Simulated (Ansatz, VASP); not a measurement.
**One calculation of PbO (Litharge), two programs**

File INCAR:

```
PREC = Accurate
ENCUT = 520
EDIFF = 1E-7
ISMEAR = -1
SIGMA = 0.05
LREAL = False
LASPH = True
NELM = 80
ALGO = Normal
ISIF = 2
LWAVE = False
LCHARG = False
GGA = PS
NBANDS = 28
```

File KPOINTS:

```
regular mesh
0
Gamma
  7 7 6
```

File POSCAR:

```
PbO
1.0
    4.0425060212      0.0000000000      0.0000000000
    0.0000000000      4.0425060212      0.0000000000
    0.0000000000      0.0000000000      5.0759286131
Pb O
2 2
Direct
    0.5000000000      0.0000000000      0.7600000000
    0.0000000000      0.5000000000      0.2400000000
    0.5000000000      0.5000000000      0.0000000000
    0.0000000000      0.0000000000      0.0000000000
```

Contents of input.yaml:

```yaml
crystal:
  lattice:
    - [4.0425060212, 0.0, 0.0]
    - [0.0, 4.0425060212, 0.0]
    - [0.0, 0.0, 5.0759286131]
  atoms:
    - { symbol: Pb, position: [0.5, 0.0, 0.76] }
    - { symbol: Pb, position: [0.0, 0.5, 0.24] }
    - { symbol: O, position: [0.5, 0.5, 0.0] }
    - { symbol: O, position: [0.0, 0.0, 0.0] }
hamiltonian:
  xc: pbesol
  pseudopotentials: { kind: paw }
kpoints:
  mp_grid: { grid: [7, 7, 6] }
scf:
  occupations: { method: fermi_dirac, width: 0.05 }
output:
  forces: true
  stress: true
  eigenvalues: true
```

Change from the starting cell: volume scaled by 1.04.

Alike in both runs: task single point; functional PBEsol; k mesh 7 × 7 × 6; occupations fermi-dirac, width 0.05 eV; no spin polarisation.

|  | VASP | Ansatz |
| --- | --- | --- |
| version | VASP 6.6.1 | Ansatz 0.2.0 |
| potentials or method | VASP PAW PBE potentials, release 64 (Pb_d, O) | Ansatz PAW |
| plane-wave cutoff (eV) | 520 | 420 |
| valence electrons in the cell | 40 | 40 |

```csv
,VASP,Ansatz,Ansatz less VASP
gap on the k mesh at the Fermi level (eV),1.42,1.41,-0.006
least direct gap on the mesh (eV),2.22,2.22,-0.001
pressure (GPa),-3.7,-3.8,-0.05
largest component of the traceless stress (GPa),0.05,0.06,+0.015
rms of the force components (eV/Å),0.311,0.326,+0.0144
```

Atom by atom the forces differ by 0.014 eV/Å (rms over components). The functional is the same, so the differences come from potentials, cutoffs and numerics.

Caveats: spin-orbit coupling is left out, which as a rule narrows the gap of such compounds by several tenths of an eV; the PAW data sets were made with another functional, which shifts forces and pressure a little (VASP); an odd mesh through Γ misses points on the zone boundary, where band edges often lie (VASP); odd divisions of the mesh miss points on the zone boundary, where band edges often lie, so the gap on the mesh can be too wide (Ansatz); the pressure holds a Pulay correction of +0.3 GPa for the finite cutoff (Ansatz); the PAW data sets come from PBE, with cores solved anew for the run's functional, which leaves a small shift of forces and pressure (Ansatz).
